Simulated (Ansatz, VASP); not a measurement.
SnSe: VASP beside Ansatz

```
Sn Se
1.0
     0.00000    2.98826    2.98826
     2.98826    0.00000    2.98826
     2.98826    2.98826    0.00000
Sn Se
1 1
Direct
  0.00000 0.00000 0.00000
  0.50000 0.50000 0.50000
```

Alike in both runs: functional PBE; dispersion D3(BJ); k mesh 10 × 10 × 10; no spin polarisation.

Ansatz relaxed the structure, and its values are those at the end. VASP's run is a single point on that final structure, the one shown.

|  | VASP | Ansatz |
| --- | --- | --- |
| version | VASP 6.6.1 | Ansatz 0.2.0 |
| potentials or method | VASP PAW PBE potentials, release 64 (Sn_d, Se) | scalar-relativistic, plane waves, PAW |
| plane-wave cutoff (eV) | 520 | 420 |
| occupations | gaussian, width 0.01 eV | fixed |
| valence electrons in the cell | 20 | 30 |

|  | VASP | Ansatz | Ansatz less VASP |
| --- | --- | --- | --- |
| gap on the k mesh at the Fermi level (eV) | 0.52 | 0.52 | 0.000 |
| least direct gap on the mesh (eV) | 0.64 | 0.64 | 0.000 |
| pressure (GPa) | 0.0 | 0.0 | -0.01 |

The two sets of potentials don't hold the same shells in valence. Ansatz warned: «relaxed_geometry_near_dispersion_switch».

Caveats: spin-orbit coupling is left out, which moves the levels of the heavy elements. A k mesh can miss the band edges.
